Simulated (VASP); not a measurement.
# ZnSn2N2 (P-4m2) in VASP: further runs

The runs below take ZnSn2N2 through single point, with PBE.

All numbers are computed with VASP 6.6.1; they aren't measurements. Logs are shortened: lines on timing, memory, paths and dates and some standing lists are left out, and cuts for length are marked.

### Step 1. The crystal as given

It takes space group P-4m2 (No. 115, tetragonal). The conventional cell has a = 3.352 Å, b = 3.352 Å, c = 8.064 Å, α = 90.00°, β = 90.00°, γ = 90.00°. Sn (site symmetry 2mm) has 2 N at 2.12 Å as nearest neighbours. Around Zn (site symmetry -4m2) lie 4 N at 2.05 Å. N (site symmetry 2mm) has 2 Zn at 2.05 Å and 2 Sn at 2.12 Å as nearest neighbours.

The cell comes from a database or a generator and needn't be the stable form of this composition.

### Step 2. Single point, PBE

File INCAR:

```
SYSTEM = ZnSn2N2
  ADDGRID = .False.
  ALGO = Normal
  EDIFF = 1E-7
  ENCUT = 250
  GGA = PE
  ISIF = 2
  ISMEAR = 0
  LASPH = .True.
  LCHARG = .False.
  LREAL = .False.
  LWAVE = .False.
  NELM = 100
  PREC = Accurate
  SIGMA = 0.05
```

File KPOINTS:

```
k-points
0
Gamma
  5 5 2
  0 0 0
```

File POSCAR:

```
ZnSn2N2
1.0
    3.3523260000      0.0000000000      0.0000000000
    0.0000000000      3.3523260000      0.0000000000
    0.0000000000      0.0000000000      8.0642090000
Sn Zn N
2 1 2
Direct
    0.5000000000      0.5000000000      0.3058270000
    0.5000000000      0.5000000000      0.6941730000
    0.0000000000      0.0000000000      0.0000000000
    0.0000000000      0.5000000000      0.8541900000
    0.5000000000      0.0000000000      0.1458100000
```

Potentials or basis: VASP PAW PBE potentials, release 64 (Sn_d, Zn, N).

Launch:

```console
$ cat potpaw_PBE.64/Sn_d/POTCAR potpaw_PBE.64/Zn/POTCAR potpaw_PBE.64/N/POTCAR > POTCAR
$ mpirun -np 1 vasp_std > vasp.out
```

OUTCAR:

```text
SYSTEM = ZnSn2N2
   EDIFF = 1E-7
   ENCUT = 250
   GGA = PE
   ISIF = 2
   ISMEAR = 0
   LASPH = .True.
   LREAL = .False.
   NELM = 100
   PREC = Accurate

 Found     12 irreducible k-points:

 Following reciprocal coordinates:
            Coordinates               Weight
  0.000000  0.000000  0.000000      1.000000
  0.200000  0.000000  0.000000      4.000000
  0.400000  0.000000  0.000000      4.000000
  0.200000  0.200000  0.000000      4.000000
  0.400000  0.200000  0.000000      8.000000
  0.400000  0.400000  0.000000      4.000000
   k-points           NKPTS =     12   k-points in BZ     NKDIM =     12   number of bands    NBANDS=     30
   number of dos      NEDOS =    301   number of ions     NIONS =      5
   total plane-waves  NPLWV =  13608
   dimension x,y,z NGX =    18 NGY =   18 NGZ =   42
   dimension x,y,z NGXF=    36 NGYF=   36 NGZF=   84
   ions per type =               2   1   2
   NGX,Y,Z   is equivalent  to a cutoff of   8.93,  8.93,  8.66 a.u.
   NGXF,Y,Z  is equivalent  to a cutoff of  17.85, 17.85, 17.32 a.u.
 SYSTEM =  ZnSn2N2
   PREC   = accura    normal or accurate (medium, high low for compatibility)
   ISTART =      0    job   : 0-new  1-cont  2-samecut
   ICHARG =      2    charge: 1-file 2-atom 10-const
   ISPIN  =      1    spin polarized calculation?
   LNONCOLLINEAR =      F non collinear calculations
   LSORBIT =      F    spin-orbit coupling
   LASPH  =      T    aspherical Exc in radial PAW
   ENCUT  =  250.0 eV  18.37 Ry    4.29 a.u.   4.32  4.32 10.40*2*pi/ulx,y,z
   NELM   =    100;   NELMIN=  2; NELMDL= -5     # of ELM steps
   EDIFF  = 0.1E-06   stopping-criterion for ELM
   LREAL  =      F    real-space projection
   EDIFFG = 0.1E-05   stopping-criterion for IOM
   NSW    =      0    number of steps for IOM
   IBRION =     -1    ionic relax: 0-MD 1-quasi-New 2-CG
   NFREE  =      0    steps in history (QN), initial steepest desc. (CG)
   ISIF   =      2    stress and relaxation
   ISYM   =      2    0-nonsym 1-usesym 2-fastsym
   POTIM  = 0.5000    time-step for ionic-motion
   TEBEG  =    0.0;   TEEND  =   0.0 temperature during run
   PSTRESS=    0.0 pullay stress
   NELECT =      50.0000    total number of electrons
   NUPDOWN=      -1.0000    fix difference up-down
   EMIN   =  10.00;   EMAX   =-10.00  energy-range for DOS
   EFERMI =   0.00;   METHOD = LEGACY
   ISMEAR =     0;   SIGMA  =   0.05  broadening in eV -4-tet -1-fermi 0-gaus
   EFERMI_NEDOS =   21; number of points for ismear=-14 and -15
   IALGO  =     38    algorithm
   IMIX   =      4    mixing-type and parameters
     AMIX     =   0.40;   BMIX     =  1.00
     AMIX_MAG =   1.60;   BMIX_MAG =  1.00
  volume/ion in A,a.u.               =      18.13       122.32
  Fermi-wavevector in a.u.,A,eV,Ry     =   1.342703  2.537341 24.529295  1.802852
  Thomas-Fermi vector in A             =   2.470836
   LORBIT       =      0    0 simple, 1 ext, 2 COOP (PROOUT), +10 PAW based schemes
   GGA     = PE    functional components
   LHFCALC =     F    Hartree Fock is set to
   AEXX    =    0.0000 exact exchange contribution
   IVDW    =     0    specifies the selected vdW correction
   LEPSILON=     F    determine dielectric tensor
   LRPA    =     F    only Hartree local field effects (RPA)
 non-spin polarized calculation
 Gauss-broadening in eV      SIGMA  =   0.05
  energy-cutoff  :      250.00
  volume of cell :       90.63
 maximum number of plane-waves:       826
 NGX is ok and might be reduce to    18
   NGX =  9   NGY =  9   NGZ = 21

 number of electron      49.9999969 magnetization

 Free energy of the ion-electron system (eV)
  ---------------------------------------------------
  ext. energy  EPLUGINS =         0.00000000
  ---------------------------------------------------
  free energy    TOTEN  =       -24.42681420 eV

  energy without entropy =      -24.42236395  energy(sigma->0) =      -24.42458908

 E-fermi :   5.3361     XC(G=0): -10.2312

 val. band max:        5.3261587751   @ k =   0.2000   0.0000   0.0000
 cond. band min:       5.5164294749   @ k =   0.2000   0.2000   0.5000
 fundamental gap:      0.1902706998
 Fermi energy:         5.3361331117

 k-point     1 :       0.0000    0.0000    0.0000
  band No.  band energies     occupation
      1     -15.9470      2.00000
      2     -15.9444      2.00000
      3     -15.8040      2.00000
      4     -15.7437      2.00000
      5     -15.7437      2.00000
      6     -15.6832      2.00000
[... 22 lines left out ...]
     29      11.0800      0.00000
     30      11.5902      0.00000

 k-point     2 :       0.2000    0.0000    0.0000
  band No.  band energies     occupation
      1     -15.9137      2.00000
      2     -15.9094      2.00000
      3     -15.8054      2.00000
      4     -15.7636      2.00000
      5     -15.7419      2.00000
      6     -15.7034      2.00000
[... 22 lines left out ...]
     29      10.0417      0.00000
     30      11.3498      0.00000

 k-point     3 :       0.4000    0.0000    0.0000
  band No.  band energies     occupation
      1     -15.9249      2.00000
      2     -15.8630      2.00000
      3     -15.8299      2.00000
      4     -15.7390      2.00000
      5     -15.7353      2.00000
      6     -15.7144      2.00000
[... 22 lines left out ...]
     29      11.2678      0.00000
     30      11.7187      0.00000

 k-point     4 :       0.2000    0.2000    0.0000
  band No.  band energies     occupation
      1     -15.8837      2.00000
      2     -15.8806      2.00000
      3     -15.7940      2.00000
      4     -15.7698      2.00000
      5     -15.7444      2.00000
      6     -15.7015      2.00000
[... 22 lines left out ...]
     29       9.9521      0.00000
     30      10.8462      0.00000

 k-point     5 :       0.4000    0.2000    0.0000
  band No.  band energies     occupation
      1     -15.9187      2.00000
      2     -15.8494      2.00000
      3     -15.7927      2.00000
      4     -15.7346      2.00000
      5     -15.7322      2.00000
      6     -15.7144      2.00000
[... 22 lines left out ...]
     29      10.2851      0.00000
     30      11.5202      0.00000

 k-point     6 :       0.4000    0.4000    0.0000
  band No.  band energies     occupation
      1     -15.9109      2.00000
      2     -15.9098      2.00000
      3     -15.7493      2.00000
      4     -15.7470      2.00000
      5     -15.7410      2.00000
      6     -15.7261      2.00000
[... 22 lines left out ...]
     29       9.7417      0.00000
     30      10.4721      0.00000

 [... further k-points ...]
[... 5 lines left out ...]
  --------------------------------------------------------------------------------------
  -------------------------------------------------------------------------------------
  Total      -10.9875001    -10.9875001    -11.8427709      0.0000000      0.0000000      0.0000000
  in kB     -194.2473970   -194.2473970   -209.3676825      0.0000000      0.0000000      0.0000000
  external PRESSURE =    -199.2874922 kB  Pullay stress =       0.0000000 kB

 VOLUME and BASIS-vectors are now :
 -----------------------------------------------------------------------------
  energy-cutoff  :      250.00
  volume of cell :       90.63
      direct lattice vectors                 reciprocal lattice vectors
     3.352326000  0.000000000  0.000000000     0.298300344  0.000000000  0.000000000
     0.000000000  3.352326000  0.000000000     0.000000000  0.298300344  0.000000000
     0.000000000  0.000000000  8.064209000     0.000000000  0.000000000  0.124004723

 POSITION                                       TOTAL-FORCE (eV/Angst)
 -----------------------------------------------------------------------------------
      1.67616      1.67616      2.46625         0.000000     -0.000000      0.330725
      1.67616      1.67616      5.59796         0.000000     -0.000000     -0.330725
      0.00000      0.00000      0.00000         0.000000      0.000000      0.000000
      0.00000      1.67616      6.88837         0.000000     -0.000000     -0.021276
      1.67616      0.00000      1.17584         0.000000     -0.000000      0.021276
 -----------------------------------------------------------------------------------
    total drift:                                0.000000      0.000000      0.000000

  FREE ENERGIE OF THE ION-ELECTRON SYSTEM (eV)
  ---------------------------------------------------
  free  energy   TOTEN  =       -24.4268142021 eV

  energy  without entropy=      -24.4223639530  energy(sigma->0) =      -24.42458908
```

OSZICAR:

```text
N       E                     dE             d eps       ncg     rms          rms(c)
DAV:   1     0.362144513727E+03    0.36214E+03   -0.17413E+04   728   0.154E+03
DAV:   2     0.202195851921E+02   -0.34192E+03   -0.33269E+03   744   0.409E+02
DAV:   3    -0.260532796878E+02   -0.46273E+02   -0.44987E+02   852   0.151E+02
DAV:   4    -0.278680064779E+02   -0.18147E+01   -0.18114E+01   810   0.325E+01
DAV:   5    -0.279144518716E+02   -0.46445E-01   -0.46427E-01   918   0.469E+00    0.128E+01
DAV:   6    -0.245776081802E+02    0.33368E+01   -0.19264E+01  1148   0.515E+01    0.730E+00
DAV:   7    -0.244732445257E+02    0.10436E+00   -0.30877E+00   788   0.104E+01    0.507E+00
DAV:   8    -0.245039838158E+02   -0.30739E-01   -0.12219E+00  1130   0.789E+00    0.176E+00
DAV:   9    -0.244235254751E+02    0.80458E-01   -0.33672E-01  1044   0.619E+00    0.388E-01
DAV:  10    -0.244266675423E+02   -0.31421E-02   -0.38959E-02   792   0.116E+00    0.211E-01
DAV:  11    -0.244268285122E+02   -0.16097E-03   -0.20971E-03   846   0.306E-01    0.667E-02
DAV:  12    -0.244268077790E+02    0.20733E-04   -0.44491E-04  1018   0.238E-01    0.235E-02
DAV:  13    -0.244268197490E+02   -0.11970E-04   -0.96093E-05   954   0.646E-02    0.219E-02
DAV:  14    -0.244268132118E+02    0.65372E-05   -0.36379E-05  1006   0.577E-02    0.464E-03
DAV:  15    -0.244268142217E+02   -0.10100E-05   -0.62987E-06   778   0.199E-02    0.245E-03
DAV:  16    -0.244268143301E+02   -0.10838E-06   -0.77088E-07   748   0.966E-03    0.241E-03
DAV:  17    -0.244268141821E+02    0.14798E-06   -0.41194E-07   724   0.377E-03    0.452E-04
DAV:  18    -0.244268142021E+02   -0.19957E-07   -0.58074E-08   444   0.254E-03
   1 F= -.24426814E+02 E0= -.24424589E+02  d E =-.445025E-02
```

stdout:

```text
POSCAR found type information on POSCAR SnZnN
 POSCAR found :  3 types and       5 ions
 scaLAPACK will be used
 LDA part: xc-table for (Slater+PW92), standard interpolation
 POSCAR, INCAR and KPOINTS ok, starting setup
 FFT: planning ... GRIDC
 FFT: planning ... GRID_SOFT
 FFT: planning ... GRID
 WAVECAR not read
 entering main loop
```

It took 10 s on 1 thread of Intel Xeon 6975P-C (Granite Rapids), shared host; peak memory 0.14 GiB.

The run converged, but a check on its numbers failed (symmetry, net force, bounds or a known fault of this set-up), so they aren't taken as properties of the crystal.

Caveat: the k mesh is coarse (spacing up to 0.39 Å⁻¹), so the values aren't converged; the cutoff lies under the usual one of these potentials, so the numbers hold a large basis-set error.

### Step 3. Single point, PBE

INCAR, as its differences from that of step 2:

```diff
@@ -4,3 +4,3 @@
   EDIFF = 1E-7
-  ENCUT = 250
+  ENCUT = 350
   GGA = PE
```

KPOINTS is that of step 2.

POSCAR is that of step 2.

Potentials or basis: VASP PAW PBE potentials, release 64 (Sn_d, Zn, N).

Launch:

```console
$ cat potpaw_PBE.64/Sn_d/POTCAR potpaw_PBE.64/Zn/POTCAR potpaw_PBE.64/N/POTCAR > POTCAR
$ mpirun -np 1 vasp_std > vasp.out
```

OUTCAR:

```text
SYSTEM = ZnSn2N2
   EDIFF = 1E-7
   ENCUT = 350
   GGA = PE
   ISIF = 2
   ISMEAR = 0
   LASPH = .True.
   LREAL = .False.
   NELM = 100
   PREC = Accurate

 Found     12 irreducible k-points:

 Following reciprocal coordinates:
            Coordinates               Weight
  0.000000  0.000000  0.000000      1.000000
  0.200000  0.000000  0.000000      4.000000
  0.400000  0.000000  0.000000      4.000000
  0.200000  0.200000  0.000000      4.000000
  0.400000  0.200000  0.000000      8.000000
  0.400000  0.400000  0.000000      4.000000
   k-points           NKPTS =     12   k-points in BZ     NKDIM =     12   number of bands    NBANDS=     30
[... 278 lines left out ...]
  -------------------------------------------------------------------------------------
  Total       -2.5628028     -2.5628028     -3.3746129      0.0000000      0.0000000      0.0000000
  in kB      -45.3076469    -45.3076469    -59.6595914      0.0000000      0.0000000      0.0000000
  external PRESSURE =     -50.0916284 kB  Pullay stress =       0.0000000 kB

 VOLUME and BASIS-vectors are now :
 -----------------------------------------------------------------------------
  energy-cutoff  :      350.00
  volume of cell :       90.63
      direct lattice vectors                 reciprocal lattice vectors
     3.352326000  0.000000000  0.000000000     0.298300344  0.000000000  0.000000000
     0.000000000  3.352326000  0.000000000     0.000000000  0.298300344  0.000000000
     0.000000000  0.000000000  8.064209000     0.000000000  0.000000000  0.124004723

 POSITION                                       TOTAL-FORCE (eV/Angst)
 -----------------------------------------------------------------------------------
      1.67616      1.67616      2.46625         0.000000      0.000000      0.274293
      1.67616      1.67616      5.59796        -0.000000     -0.000000     -0.274293
      0.00000      0.00000      0.00000        -0.000000     -0.000000      0.000000
      0.00000      1.67616      6.88837        -0.000000      0.000000      0.069168
      1.67616      0.00000      1.17584        -0.000000     -0.000000     -0.069168
 -----------------------------------------------------------------------------------
    total drift:                               -0.000000      0.000000      0.000000

  FREE ENERGIE OF THE ION-ELECTRON SYSTEM (eV)
  ---------------------------------------------------
  free  energy   TOTEN  =       -24.1912357444 eV

  energy  without entropy=      -24.1869023039  energy(sigma->0) =      -24.18906902
```

OSZICAR:

```text
N       E                     dE             d eps       ncg     rms          rms(c)
DAV:   1     0.429057317232E+03    0.42906E+03   -0.20743E+04   732   0.198E+03
DAV:   2     0.376856348904E+02   -0.39137E+03   -0.37946E+03   740   0.492E+02
DAV:   3    -0.255737843812E+02   -0.63259E+02   -0.61407E+02   870   0.185E+02
DAV:   4    -0.288290081275E+02   -0.32552E+01   -0.32452E+01   856   0.453E+01
DAV:   5    -0.289167530768E+02   -0.87745E-01   -0.87730E-01   900   0.718E+00    0.140E+01
DAV:   6    -0.243718355773E+02    0.45449E+01   -0.28698E+01  1170   0.652E+01    0.747E+00
DAV:   7    -0.242309721226E+02    0.14086E+00   -0.48216E+00   804   0.137E+01    0.510E+00
DAV:   8    -0.242418734216E+02   -0.10901E-01   -0.13738E+00  1130   0.896E+00    0.197E+00
DAV:   9    -0.241911008179E+02    0.50773E-01   -0.28902E-01  1082   0.618E+00    0.431E-01
DAV:  10    -0.241916544773E+02   -0.55366E-03   -0.36627E-02   888   0.148E+00    0.280E-01
DAV:  11    -0.241913371136E+02    0.31736E-03   -0.35111E-03   836   0.427E-01    0.156E-01
DAV:  12    -0.241912791631E+02    0.57951E-04   -0.24501E-03  1132   0.285E-01    0.564E-02
DAV:  13    -0.241912345078E+02    0.44655E-04   -0.29710E-04   918   0.121E-01    0.168E-02
DAV:  14    -0.241912370092E+02   -0.25013E-05   -0.23421E-05   914   0.415E-02    0.108E-02
DAV:  15    -0.241912363521E+02    0.65708E-06   -0.42944E-06  1064   0.392E-02    0.752E-03
DAV:  16    -0.241912357149E+02    0.63718E-06   -0.46452E-06   826   0.125E-02    0.971E-04
DAV:  17    -0.241912357444E+02   -0.29460E-07   -0.33396E-07   716   0.717E-03
   1 F= -.24191236E+02 E0= -.24189069E+02  d E =-.433344E-02
```

stdout:

```text
POSCAR found type information on POSCAR SnZnN
 POSCAR found :  3 types and       5 ions
 scaLAPACK will be used
 LDA part: xc-table for (Slater+PW92), standard interpolation
 POSCAR, INCAR and KPOINTS ok, starting setup
 FFT: planning ... GRIDC
 FFT: planning ... GRID_SOFT
 FFT: planning ... GRID
 WAVECAR not read
 entering main loop
```

Wall time 12 s (1 thread of Intel Xeon 6975P-C (Granite Rapids), shared host); peak memory 0.15 GiB.

The run converged, but a check on its numbers failed (symmetry, net force, bounds or a known fault of this set-up), so they aren't taken as properties of the crystal.

Caveat: the k mesh is coarse (spacing up to 0.39 Å⁻¹), so the values aren't converged; the cutoff lies under the usual one of these potentials, so the numbers hold a large basis-set error.

(Continued in part 2 of 2.)
